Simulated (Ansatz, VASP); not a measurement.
# Pd: VASP beside Ansatz

```
CELL_PARAMETERS angstrom
2.78768 0.00000 0.00000
0.00000 2.78768 0.00000
0.00000 0.00000 18.94238
ATOMIC_POSITIONS crystal
Pd 0.50000 0.50000 0.39771
Pd 0.00000 0.00000 0.50000
Pd 0.50000 0.50000 0.60229
```

Alike in both runs: functional PBE; k mesh 12 × 12 × 1; occupations gaussian, width 0.1 eV; no spin polarisation.

Ansatz relaxed the structure, and its values are those at the end. VASP's run is a single point on that final structure, the one shown.

|  | VASP | Ansatz |
| --- | --- | --- |
| version | VASP 6.6.1 | Ansatz 0.2.0 |
| potentials or method | VASP PAW PBE potentials, release 64 (Pd) | scalar-relativistic, plane waves, PAW |
| plane-wave cutoff (eV) | 520 | 420 |
| valence electrons in the cell | 30 | 54 |

VASP gave:

```
gap on the k mesh at the Fermi level (eV)  : none
rms of the force components (eV/Å)         : 0.003
work function, face that differs most (eV) : 5.04
```

**Question.** Estimate Ansatz's values.

**Answer.** gap on the k mesh at the Fermi level (eV): none; rms of the force components (eV/Å): 0.003; work function, face that differs most (eV): 5.11.

A gap of «none» marks a metal or a gap that the smearing closes. The two sets of potentials don't hold the same shells in valence. Ansatz warned: «xc_potential_rough_in_thin_density».
